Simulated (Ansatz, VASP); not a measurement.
## Two plane-wave programs on CuI

The input INCAR:

```
SYSTEM = CuI
PREC = Accurate
ENCUT = 520
EDIFF = 1E-6
ISMEAR = 0
SIGMA = 0.01
LREAL = .False.
LASPH = .True.
NELM = 80
ALGO = Normal
ISIF = 2
LWAVE = .False.
LCHARG = .False.
GGA = PS
NBANDS = 26
```

KPOINTS

```
Automatic mesh
0
Gamma
  6 6 4
  0 0 0
```

File POSCAR:

```
CuI
1.0
    4.0888609038      0.0000000000      0.0000000000
    0.0000000000      4.0888609038      0.0000000000
    0.0000000000      0.0000000000      5.7432492538
Cu I
2 2
Direct
    0.0000000000      0.0000000000      0.0000000000
    0.5000000000      0.5000000000      0.0000000000
    0.0000000000      0.5000000000      0.2913000000
    0.5000000000      0.0000000000      0.7087000000
```

Input for Ansatz:

```yaml
crystal:
  lattice:
    - [4.088860903830474, 0.0, 0.0]
    - [0.0, 4.088860903830474, 0.0]
    - [0.0, 0.0, 5.7432492538180115]
  atoms:
    - { symbol: Cu, position: [0.0, 0.0, 0.0] }
    - { symbol: Cu, position: [0.5, 0.5, 0.0] }
    - { symbol: I, position: [0.0, 0.5, 0.2913] }
    - { symbol: I, position: [0.5, 0.0, 0.7087] }
basis:
  ecutwfc: 550.0
kpoints:
  mp_grid:
    grid: [6, 6, 4]
hamiltonian:
  xc: pbesol
scf:
  occupations:
    method: fixed
output:
  stress: true
```

Measurements of this composition are mostly on another form, of space group No. 216.

Alike in both runs: task single point; functional PBEsol; k mesh 6 × 6 × 4; no spin polarisation.

|  | VASP | Ansatz |
| --- | --- | --- |
| version | VASP 6.6.1 | Ansatz 0.2.0 |
| potentials or method | VASP PAW PBE potentials, release 64 (Cu, I) | plane waves, PAW |
| plane-wave cutoff (eV) | 520 | 550 |
| occupations | gaussian, width 0.01 eV | fixed |
| valence electrons in the cell | 36 | 72 |

|  | VASP | Ansatz | Ansatz less VASP |
| --- | --- | --- | --- |
| pressure (GPa) | -0.2 | -0.4 | -0.18 |
| largest component of the traceless stress (GPa) | 0.73 | 0.73 | +0.007 |

The two sets of potentials don't hold the same shells in valence.

Caveats: the PAW data sets were made with another functional, which shifts forces and pressure a little (VASP).
